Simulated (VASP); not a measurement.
Wanted: the native input for a VASP 6.6.1 run.

| Property | Result |
| --- | --- |
| Task | band structure |
| Functional | PBE0 |
| Potentials or basis | VASP PAW PBE potentials, release 64 (As, Ga_d) |
| Cutoff | 520 eV |
| k mesh | 4 × 4 × 4 |
| Occupations | fermi-dirac, width 0.05 eV |
| Spin | no spin polarisation |
| Grid for exact exchange (PRECFOCK) | Fast |
| Exchange at q = 0 | truncated |
| Further INCAR settings | ALGO = Normal; EDIFF = 1e-06 |

The system is GaAs.

```
As Ga
1.0
     0.00000    2.82685    2.82685
     2.82685    0.00000    2.82685
     2.82685    2.82685    0.00000
As Ga
1 1
Cartesian
  4.2403 4.2403 4.2403
  0.0000 0.0000 0.0000
```

These files were run (other wordings do the same):

POSCAR

```
GaAs
1.0
    0.0000000000      2.8268500000      2.8268500000
    2.8268500000      0.0000000000      2.8268500000
    2.8268500000      2.8268500000      0.0000000000
As Ga
1 1
Direct
    0.7500000000      0.7500000000      0.7500000000
    0.0000000000      0.0000000000      0.0000000000
```

INCAR.step1

```
PREC     = Accurate       # precision mode
ENCUT    = 520            # plane-wave cutoff, eV
EDIFF    = 1E-5           # SCF threshold, eV
ISMEAR   = -1             # smearing method
SIGMA    = 0.05           # smearing width, eV
LREAL    = False          # projectors in reciprocal space
LASPH    = True           # aspherical terms in the spheres
NELM     = 60             # most SCF steps
ALGO     = Normal         # electronic algorithm
ISIF     = 2              # what is computed and relaxed
LWAVE    = True           # write WAVECAR
LCHARG   = False          # write CHGCAR
GGA      = PE             # functional
```

INCAR.step2

```
PREC     = Accurate       # precision mode
ENCUT    = 520            # plane-wave cutoff, eV
EDIFF    = 1E-6           # SCF threshold, eV
ISMEAR   = -1             # smearing method
SIGMA    = 0.05           # smearing width, eV
LREAL    = False          # projectors in reciprocal space
LASPH    = True           # aspherical terms in the spheres
NELM     = 60             # most SCF steps
ALGO     = Normal         # electronic algorithm
ISIF     = 2              # what is computed and relaxed
LWAVE    = False          # write WAVECAR
LCHARG   = False          # write CHGCAR
GGA      = PE             # functional
LHFCALC  = True           # exact exchange
AEXX     = 0.25           # exact-exchange fraction
PRECFOCK = Fast         
HFRCUT   = -1           
ISTART   = 1
```

KPOINTS

```
regular mesh
0
Gamma
  4 4 4
```

KPOINTS_OPT

```
path GXWKGLUWLK,UX
12
line-mode
reciprocal
 0.0000000000  0.0000000000  0.0000000000  G
 0.5000000000  0.0000000000  0.5000000000  X

 0.5000000000  0.0000000000  0.5000000000  X
 0.5000000000  0.2500000000  0.7500000000  W

 0.5000000000  0.2500000000  0.7500000000  W
 0.3750000000  0.3750000000  0.7500000000  K

 0.3750000000  0.3750000000  0.7500000000  K
 0.0000000000  0.0000000000  0.0000000000  G

 0.0000000000  0.0000000000  0.0000000000  G
 0.5000000000  0.5000000000  0.5000000000  L

 0.5000000000  0.5000000000  0.5000000000  L
 0.6250000000  0.2500000000  0.6250000000  U

 0.6250000000  0.2500000000  0.6250000000  U
 0.5000000000  0.2500000000  0.7500000000  W

 0.5000000000  0.2500000000  0.7500000000  W
 0.5000000000  0.5000000000  0.5000000000  L

 0.5000000000  0.5000000000  0.5000000000  L
 0.3750000000  0.3750000000  0.7500000000  K

 0.6250000000  0.2500000000  0.6250000000  U
 0.5000000000  0.0000000000  0.5000000000  X
```

Potentials or basis: VASP PAW PBE potentials, release 64 (As, Ga_d).

Launch:

```console
$ cat potpaw_PBE.64/As/POTCAR potpaw_PBE.64/Ga_d/POTCAR > POTCAR
$ cp INCAR.step1 INCAR
$ mpirun -np 1 vasp_std > vasp.out
$ cp INCAR.step2 INCAR
$ mpirun -np 1 vasp_std > vasp.out
```

Results of the run:

```yaml
Pressure: 1.0 GPa
Band_gap_on_the_k_mesh: 2.15 eV, direct
Band_gap_along_the_path: 2.15 eV, direct
```

Caveat: the k mesh is coarse (spacing up to 0.48 Å⁻¹), so the values aren't converged, least of all with exact exchange; the PAW data sets were made with another functional, which shifts forces and pressure a little.

It took 21 min on 1 thread of Intel(R) Xeon(R) Platinum 8488C (Sapphire Rapids), on a shared host, peak memory 0.19 GiB.
